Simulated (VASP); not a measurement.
# SiC (Moissanite 3C): input slips in a relaxation and what they do

Aim: see how common mistakes in a VASP relaxation show up, on SiC (Moissanite 3C). The starting structure is a measured crystal structure from the Crystallography Open Database. The first relaxation on each setting starts from this cell expanded by 3 % in volume.

Method: Kohn-Sham DFT with plane waves and PAW; PBEsol, in VASP 6.6.1.

## (1) The structure

Symmetry: F-43m, No. 216, cubic system. Conventional cell: a = 4.358 Å, b = 4.358 Å, c = 4.358 Å, α = 90.00°, β = 90.00°, γ = 90.00°. Nearest to Si lie 4 C at 1.89 Å. Nearest to C lie 4 Si at 1.89 Å. Farther neighbours are not listed.

## (2) Reference relaxation

File INCAR:

```
SYSTEM = SiC
PREC = Accurate
ENCUT = 520
EDIFF = 1E-06
NELM = 100
ISMEAR = 0
SIGMA = 0.03
LREAL = .FALSE.
ALGO = Normal
GGA = PS
NBANDS = 10
LORBIT = 11
LWAVE = .FALSE.
LCHARG = .FALSE.
KPAR = 4
IBRION = 2
NSW = 50
ISIF = 3
EDIFFG = -0.006
```

File POSCAR:

```
SiC
1.0
    0.0000000000      2.2005756606      2.2005756606
    2.2005756606      0.0000000000      2.2005756606
    2.2005756606      2.2005756606      0.0000000000
Si C
1 1
Direct
    0.0000000000      0.0000000000      0.0000000000
    0.7500000000      0.7500000000      0.7500000000
```

File KPOINTS:

```
Automatic mesh
0
Gamma
8 8 8
0 0 0
```

The projector-augmented-wave data sets are Si and C (PBE family, release 64).

Started as:

```
$ mpirun -np 4 vasp_std
```

The log of the run:

```text
[banner, memory and clock lines left out]
running    4 mpi-ranks, on    1 nodes
 distrk:  each k-point on    1 cores,    4 groups
 distr:  one band on    1 cores,    1 groups

 POSCAR found type information on POSCAR SiC
 POSCAR found :  2 types and       2 ions
|                                                                             |
|               ----> ADVICE to this user running VASP <----                  |
|                                                                             |
|     You enforced a specific xc type in the INCAR file but a different       |
|     [... a line on the potential file left out ...]
|     I HOPE YOU KNOW WHAT YOU ARE DOING!                                     |
|                                                                             |

 LDA part: xc-table for (Slater+PW92), standard interpolation
 POSCAR, INCAR and KPOINTS ok, starting setup
 FFT: planning ... GRIDC
 FFT: planning ... GRID_SOFT
 FFT: planning ... GRID
 WAVECAR not read
 entering main loop
       N       E                     dE             d eps       ncg     rms          rms(c)
DAV:   1     0.501257679795E+01    0.50126E+01   -0.40861E+03   596   0.680E+02
DAV:   2    -0.168537050447E+02   -0.21866E+02   -0.20016E+02   750   0.113E+02
DAV:   3    -0.176162155297E+02   -0.76251E+00   -0.76138E+00   680   0.183E+01
DAV:   4    -0.176194549252E+02   -0.32394E-02   -0.32392E-02   666   0.152E+00
DAV:   5    -0.176194703247E+02   -0.15400E-04   -0.15400E-04   690   0.985E-02    0.843E+00
DAV:   6    -0.159744723109E+02    0.16450E+01   -0.62189E+00   604   0.118E+01    0.376E+00
DAV:   7    -0.159168058091E+02    0.57667E-01   -0.32558E-01   688   0.350E+00    0.171E+00
DAV:   8    -0.159025339595E+02    0.14272E-01   -0.20544E-02   614   0.980E-01    0.158E-01
DAV:   9    -0.159023660071E+02    0.16795E-03   -0.15233E-03   732   0.218E-01    0.109E-01
DAV:  10    -0.159024131606E+02   -0.47154E-04   -0.11398E-04   632   0.727E-02    0.228E-02
DAV:  11    -0.159024133799E+02   -0.21927E-06   -0.12955E-05   674   0.207E-02    0.508E-03
DAV:  12    -0.159024136048E+02   -0.22488E-06   -0.57722E-07   314   0.517E-03
   1 F= -.15902414E+02 E0= -.15902414E+02  d E =-.159024E+02
 curvature:   0.00 expect dE= 0.000E+00 dE for cont linesearch  0.000E+00
 trial: gam= 0.00000 g(F)=  0.732E-48 g(S)=  0.462E-01 ort = 0.000E+00 (trialstep = 0.100E+01)
 search vector abs. value=  0.462E-01
 bond charge predicted
       N       E                     dE             d eps       ncg     rms          rms(c)
DAV:   1    -0.159222621882E+02   -0.19849E-01   -0.91552E-01   584   0.694E+00    0.108E+00
DAV:   2    -0.159055270155E+02    0.16735E-01   -0.39280E-02   598   0.113E+00    0.535E-01
DAV:   3    -0.159019285354E+02    0.35985E-02   -0.61014E-03   620   0.473E-01    0.133E-01
DAV:   4    -0.159013777084E+02    0.55083E-03   -0.84468E-04   606   0.146E-01    0.627E-02
DAV:   5    -0.159013663084E+02    0.11400E-04   -0.29614E-05   648   0.350E-02    0.410E-02
DAV:   6    -0.159013671670E+02   -0.85862E-06   -0.22307E-06   542   0.107E-02
   2 F= -.15901367E+02 E0= -.15901367E+02  d E =0.104644E-02
 trial-energy change:    0.001046  1 .order    0.001996   -0.046222    0.050214
 step:   0.4941(harm=  0.4793)  dis= 0.00000  next Energy=   -15.913947 (dE=-0.115E-01)
 bond charge predicted
       N       E                     dE             d eps       ncg     rms          rms(c)
DAV:   1    -0.159194213136E+02   -0.18055E-01   -0.22894E-01   584   0.340E+00    0.543E-01
DAV:   2    -0.159151221230E+02    0.42992E-02   -0.10364E-02   592   0.574E-01    0.271E-01
DAV:   3    -0.159142159911E+02    0.90613E-03   -0.14665E-03   622   0.233E-01    0.726E-02
DAV:   4    -0.159140624572E+02    0.15353E-03   -0.22439E-04   604   0.743E-02    0.297E-02
DAV:   5    -0.159140577243E+02    0.47329E-05   -0.71363E-06   648   0.174E-02    0.196E-02
DAV:   6    -0.159140563467E+02    0.13776E-05   -0.51729E-07   300   0.532E-03    0.553E-03
DAV:   7    -0.159140566168E+02   -0.27007E-06   -0.16729E-07   302   0.244E-03
   3 F= -.15914057E+02 E0= -.15914057E+02  d E =-.116430E-01
 curvature:  -0.24 expect dE=-0.135E-06 dE for cont linesearch -0.135E-06
 trial: gam=-0.00348 g(F)=  0.212E-48 g(S)=  0.564E-06 ort = 0.161E-03 (trialstep = 0.899E+00)
 search vector abs. value=  0.107E-09
 reached required accuracy - stopping structural energy minimisation
```

The job ended after 6.6 s (4 MPI ranks of AMD EPYC 7R43, shared host; peak memory 0.4 GiB; 24 s of CPU time).

Lines that name or quote the potential files are left out of all logs, and their timing lines are given in words.

OUTCAR, selected parts (step 2):

```text
ion  position               nearest neighbor table
   1  0.000  0.000  0.000-   2 1.91   2 1.91   2 1.91   2 1.91
   2  0.750  0.750  0.750-   1 1.91   1 1.91   1 1.91   1 1.91

  LATTYP: Found a face centered cubic cell.
 ALAT       =     4.4011513212

 Subroutine GETGRP returns: Found 24 space group operations
 (whereof 24 operations were pure point group operations)

The static configuration has the point symmetry T_d .

 Found     29 irreducible k-points:

   k-points           NKPTS =     29   k-points in BZ     NKDIM =     29   number of bands    NBANDS=     10

   dimension x,y,z NGX =    24 NGY =   24 NGZ =   24
   dimension x,y,z NGXF=    48 NGYF=   48 NGZF=   48

   ENCUT  =  520.0 eV  38.22 Ry    6.18 a.u.   5.79  5.79  5.79*2*pi/ulx,y,z

   NELECT =       8.0000    total number of electrons

 k-points in reciprocal lattice and weights: Automatic mesh
   0.00000000  0.00000000  0.00000000       0.002
   0.12500000  0.00000000  0.00000000       0.016
   0.25000000  0.00000000  0.00000000       0.016
   0.37500000  0.00000000  0.00000000       0.016
   0.50000000  0.00000000  0.00000000       0.008
   0.12500000  0.12500000  0.00000000       0.012
   0.25000000  0.12500000  0.00000000       0.047
   0.37500000  0.12500000  0.00000000       0.047
   0.50000000  0.12500000  0.00000000       0.047
[...]
-0.37500000  0.50000000  0.12500000       0.023
  -0.25000000  0.50000000  0.25000000       0.012

 average (electrostatic) potential at core
       1 -80.1270       2 -44.9650

 E-fermi :   8.1814

 k-point     1 :       0.0000    0.0000    0.0000
  band No.  band energies     occupation
      1      -7.3699      2.00000
      2       8.0481      2.00000
      3       8.0481      2.00000
      4       8.0481      2.00000
      5      14.2252      0.00000
      6      15.2839      0.00000
      7      15.2839      0.00000
      8      15.2839      0.00000
      9      22.4986      0.00000
    ...

 k-point     2 :       0.1250    0.0000    0.0000
  band No.  band energies     occupation
      1      -7.0642      2.00000
      2       6.5551      2.00000
      3       7.8456      2.00000
      4       7.8456      2.00000
      5      14.4521      0.00000
      6      15.6365      0.00000
      7      15.6365      0.00000
      8      15.8160      0.00000
      9      21.2461      0.00000
    ...

 k-point     3 :       0.2500    0.0000    0.0000
  band No.  band energies     occupation
      1      -6.1693      2.00000
      2       3.7341      2.00000
      3       7.4386      2.00000
      4       7.4386      2.00000
      5      13.9649      0.00000
      6      15.8796      0.00000
      7      15.8796      0.00000
      8      17.3160      0.00000
      9      21.0719      0.00000
    ...

  Total       -0.0027908     -0.0027908     -0.0027908      0.0000000      0.0000000      0.0000000
  in kB       -0.2159054     -0.2159054     -0.2159054      0.0000000      0.0000000      0.0000000
  external PRESSURE =      -0.2159054 kB  Pullay stress =       0.0000000 kB

  energy-cutoff  :      520.00
  volume of cell :       20.71
      direct lattice vectors                 reciprocal lattice vectors
     0.000000000  2.179615700  2.179615700    -0.229398237  0.229398237  0.229398237
     2.179615700 -0.000000000  2.179615700     0.229398237 -0.229398237  0.229398237
     2.179615700  2.179615700  0.000000000     0.229398237  0.229398237 -0.229398237

 POSITION                                       TOTAL-FORCE (eV/Angst)
 -----------------------------------------------------------------------------------
      0.00000      0.00000      0.00000        -0.000000     -0.000000      0.000000
      3.26942      3.26942      3.26942         0.000000      0.000000     -0.000000
 -----------------------------------------------------------------------------------
    total drift:                               -0.000000     -0.000000     -0.000000

  FREE ENERGIE OF THE ION-ELECTRON SYSTEM (eV)
  ---------------------------------------------------
  free  energy   TOTEN  =       -15.9140566168 eV

  energy  without entropy=      -15.9140566168  energy(sigma->0) =      -15.91405662

 reached required accuracy - stopping structural energy minimisation

 total charge
# of ion       s       p       d       tot
------------------------------------------
    1        0.708   0.973   0.000   1.681
    2        0.832   1.699   0.000   2.531
--------------------------------------------------
tot          1.540   2.671   0.000   4.212

[... 3 further parts left out ...]
```

CONTCAR:

```
SiC
   1.00000000000000
     0.0000000000000000    2.1796157001043017    2.1796157001043017
     2.1796157001043017   -0.0000000000000000    2.1796157001043017
     2.1796157001043017    2.1796157001043017    0.0000000000000000
  Si              C
     1     1
Direct
     0.0000000000000000    0.0000000000000000    0.0000000000000000
     0.7500000000000000    0.7500000000000000    0.7500000000000000
```

The PAW data sets were made with PBE, which is usual practice but a small mismatch for other functionals. The run keeps the 24 symmetry operations of its start, so it cannot find a distortion of lower symmetry.

The reference relaxation ends at 10.355 Å³ an atom. Pressures at 0.985 and 1.015 times this volume, from two more relaxations that aren't shown, give a bulk modulus of 221.2 GPa.

## (3) Relaxation with an ionic step far too long

A slip made on purpose: an ionic step far too long. Against step 2 the input has IBRION = 1 and POTIM = 2 (also changed: NELM and NSW).

Changes to INCAR since step 2:

```diff
@@ -4,3 +4,3 @@
 EDIFF = 1E-06
-NELM = 100
+NELM = 60
 ISMEAR = 0
@@ -15,5 +15,6 @@
 KPAR = 4
-IBRION = 2
-NSW = 50
+IBRION = 1
+NSW = 30
 ISIF = 3
 EDIFFG = -0.006
+POTIM = 2
```

POSCAR is that of step 2.

KPOINTS is that of step 2.

Started as:

```
$ mpirun -np 4 vasp_std
```

The log of the run:

```text
[banner, memory and clock lines left out]
running    4 mpi-ranks, on    1 nodes
[...]
[... a notice as in an earlier step ...]

 LDA part: xc-table for (Slater+PW92), standard interpolation
 POSCAR, INCAR and KPOINTS ok, starting setup
[...]
entering main loop
       N       E                     dE             d eps       ncg     rms          rms(c)
[... 12 cycles as in an earlier step ...]
   1 F= -.15902414E+02 E0= -.15902414E+02  d E =-.159024E+02
[... from here on, the cycles between the ionic steps are left out ...]
   2 F= -.15185829E+02 E0= -.15185829E+02  d E =0.716584E+00
   3 F= -.15913803E+02 E0= -.15913803E+02  d E =-.727974E+00
   4 F= -.15914051E+02 E0= -.15914051E+02  d E =-.248015E-03
   5 F= -.15914057E+02 E0= -.15914057E+02  d E =-.565116E-05
 BRION: g(F)=  0.257E-46 g(S)=  0.264E-06 retain N=  1 mean eig= 0.13
 eig:   0.129
 reached required accuracy - stopping structural energy minimisation
```

Run time: 9 s. Hardware: 4 MPI ranks; peak memory 0.41 GiB; 34 s of CPU time.

From OUTCAR (step 3):

```text
  Total       -0.0009556     -0.0009556     -0.0009556      0.0000000      0.0000000     -0.0000000
  in kB       -0.0739369     -0.0739369     -0.0739369      0.0000000      0.0000000     -0.0000000
  external PRESSURE =      -0.0739369 kB  Pullay stress =       0.0000000 kB

 POSITION                                       TOTAL-FORCE (eV/Angst)
 -----------------------------------------------------------------------------------
     -0.00000     -0.00000     -0.00000        -0.000000     -0.000000     -0.000000
      3.26931      3.26931      3.26931         0.000000      0.000000      0.000000
 -----------------------------------------------------------------------------------
    total drift:                               -0.000000     -0.000000     -0.000000

  FREE ENERGIE OF THE ION-ELECTRON SYSTEM (eV)
  ---------------------------------------------------
  free  energy   TOTEN  =       -15.9140568268 eV

  energy  without entropy=      -15.9140568268  energy(sigma->0) =      -15.91405683

[... 2 parts as in an earlier step ...]

[... 2 further parts left out ...]
[key lines of the parts left out:]
E-fermi :   8.1827
```

With an ionic step far too long the cell ends at 10.354 Å³ an atom, -0.01 % from the reference.

## (4) Relaxation with too few electronic steps

A slip made on purpose: too few electronic steps. Against step 2 the input has NELM = 4 (also changed: NSW).

Changes to INCAR since step 3:

```diff
@@ -4,3 +4,3 @@
 EDIFF = 1E-06
-NELM = 60
+NELM = 4
 ISMEAR = 0
@@ -15,3 +15,3 @@
 KPAR = 4
-IBRION = 1
+IBRION = 2
 NSW = 30
@@ -19,2 +19 @@
 EDIFFG = -0.006
-POTIM = 2
```

POSCAR is that of step 3.

KPOINTS is that of step 3.

Started as:

```
$ mpirun -np 4 vasp_std
```

The log of the run:

```text
[... set-up lines as in an earlier step ...]
 entering main loop
       N       E                     dE             d eps       ncg     rms          rms(c)
[... 4 cycles as in an earlier step ...]
 -----------------------------------------------------------------------------
|                                                                             |
|           W    W    AA    RRRRR   N    N  II  N    N   GGGG   !!!           |
|           W    W   A  A   R    R  NN   N  II  NN   N  G    G  !!!           |
|           W    W  A    A  R    R  N N  N  II  N N  N  G       !!!           |
|           W WW W  AAAAAA  RRRRR   N  N N  II  N  N N  G  GGG   !            |
|           WW  WW  A    A  R   R   N   NN  II  N   NN  G    G                |
|           W    W  A    A  R    R  N    N  II  N    N   GGGG   !!!           |
|                                                                             |
|     The electronic self-consistency was not achieved in the given           |
|     number of steps (NELM). The forces and other quantities evaluated       |
[...]
|     The electronic self-consistency was not achieved in the given           |
   3 F= -.14966588E+02 E0= -.14966588E+02  d E =0.265287E+01
   4 F= -.15533746E+02 E0= -.15533746E+02  d E =0.208571E+01
   5 F= -.15776194E+02 E0= -.15776194E+02  d E =0.184326E+01
   6 F= -.15855524E+02 E0= -.15855524E+02  d E =0.176393E+01
   7 F= -.15883251E+02 E0= -.15883251E+02  d E =0.173620E+01
   8 F= -.15893933E+02 E0= -.15893933E+02  d E =0.172552E+01
   9 F= -.15898452E+02 E0= -.15898452E+02  d E =0.172100E+01
  10 F= -.15900503E+02 E0= -.15900503E+02  d E =0.171895E+01
  11 F= -.15901476E+02 E0= -.15901476E+02  d E =0.171798E+01
  12 F= -.15901949E+02 E0= -.15901949E+02  d E =0.171751E+01
  13 F= -.15902183E+02 E0= -.15902183E+02  d E =0.171727E+01
  14 F= -.15902298E+02 E0= -.15902298E+02  d E =0.171716E+01
  15 F= -.15902356E+02 E0= -.15902356E+02  d E =0.171710E+01
  16 F= -.15902385E+02 E0= -.15902385E+02  d E =0.171707E+01
  17 F= -.15902399E+02 E0= -.15902399E+02  d E =0.171706E+01
  18 F= -.15902406E+02 E0= -.15902406E+02  d E =0.171705E+01
  19 F= -.15902410E+02 E0= -.15902410E+02  d E =0.171704E+01
  20 F= -.15909482E+02 E0= -.15909482E+02  d E =-.707203E-02
  21 F= -.15914057E+02 E0= -.15914057E+02  d E =-.116474E-01
[...]
reached required accuracy - stopping structural energy minimisation
```

Run time: 19 s. Hardware: 4 MPI ranks; peak memory 0.41 GiB.

Parts of OUTCAR (step 4):

```text
  Total       -0.0066574     -0.0066574     -0.0066574      0.0000000      0.0000000     -0.0000000
  in kB       -0.5149156     -0.5149156     -0.5149156      0.0000000      0.0000000     -0.0000000
  external PRESSURE =      -0.5149156 kB  Pullay stress =       0.0000000 kB

 POSITION                                       TOTAL-FORCE (eV/Angst)
 -----------------------------------------------------------------------------------
      0.00000      0.00000      0.00000        -0.000000     -0.000000     -0.000000
      3.26970      3.26970      3.26970         0.000000      0.000000      0.000000
 -----------------------------------------------------------------------------------
    total drift:                               -0.000000     -0.000000     -0.000000

  FREE ENERGIE OF THE ION-ELECTRON SYSTEM (eV)
  ---------------------------------------------------
  free  energy   TOTEN  =       -15.9140574107 eV

  energy  without entropy=      -15.9140574107  energy(sigma->0) =      -15.91405741

[... 2 parts as in an earlier step ...]

[... 2 further parts left out ...]
[key lines of the parts left out:]
E-fermi :   8.1780
```

Logs of long relaxations may skip ionic steps without a mark.

The search for the minimum reports success, but an electronic loop had used up its NELM cycles before it reached EDIFF, so the run counts as unconverged.

[end of part 1 of 2]

[Lines on the potential files, build, host, timing and source positions are cut from VASP's logs without a mark.]

[Logs are printed without paths, hosts, clocks, repeated set-up lines and the standing remarks that a program may print on its own settings, such as how far it seeks lower states.]

[Hosts, paths, dates, database ids (printed as entryN), source tags and the programs' standing remarks are cut or masked in the printed files.]
